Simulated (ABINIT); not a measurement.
The system is Te.

```xyz
3
Lattice="4.4540 0.0000 0.0000 -2.2270 3.8573 0.0000 0.0000 0.0000 5.9240" Properties=species:S:1:pos:R:3 pbc="T T T"
Te    1.6279    2.8197    0.0000
Te   -0.5991    1.0376    3.9493
Te    1.1981    0.0000    1.9747
```

* Program: ABINIT 10.8.3 (patched build)
* Task: relaxation of cell and atoms
* Functional: LDA
* Potentials or basis: JTH PAW LDA v2.0
* Cutoff: 408 eV
* k mesh: 5 × 5 × 4
* Occupations: fermi-dirac, width 0.05 eV
* Spin: no spin polarisation

At the start: pressure -1.9 GPa; volume 33.93 Å³/atom.

**Question.** How do energy, volume and symmetry change on relaxing?

**Answer.** Over 13 steps the energy falls by 22.6 meV/atom and the volume is 31.31 Å³/atom (-7.7 %); space group P3_121 (No. 152, to 0.05 Å).

The path:
| step | energy change (eV) | largest force (eV/Å) | pressure (GPa) | volume (Å³) |
| --- | --- | --- | --- | --- |
| 1 | 0.0000 | 0.1147 | -1.88 | 101.78 |
| 2 | -0.0069 | 0.1379 | -1.64 | 101.19 |
| 3 | -0.0344 | 0.3102 | 0.50 | 96.47 |
| 4 | -0.0377 | 0.2887 | 0.42 | 96.40 |
| 5 | -0.0658 | 0.0234 | 0.28 | 93.93 |
| 6 | -0.0665 | 0.0119 | -0.01 | 94.19 |
| 7 | -0.0666 | 0.0202 | -0.03 | 94.15 |
| 8 | -0.0668 | 0.0288 | -0.06 | 94.09 |
| 9 | -0.0672 | 0.0346 | -0.09 | 93.99 |
| 10 | -0.0676 | 0.0280 | -0.08 | 93.91 |
| 11 | -0.0678 | 0.0112 | -0.04 | 93.89 |
| 12 | -0.0678 | 0.0012 | 0.00 | 93.91 |
| 13 | -0.0678 | 0.0000 | 0.00 | 93.93 |

Final structure:
```xyz
3
Lattice="4.2798 0.0000 0.0000 -2.1399 3.7065 0.0000 0.0000 0.0000 5.9210" Properties=species:S:1:pos:R:3 pbc="T T T"
Te    1.5254    2.6421    0.0000
Te   -0.6145    1.0644    3.9474
Te    1.2290    0.0000    1.9737
```
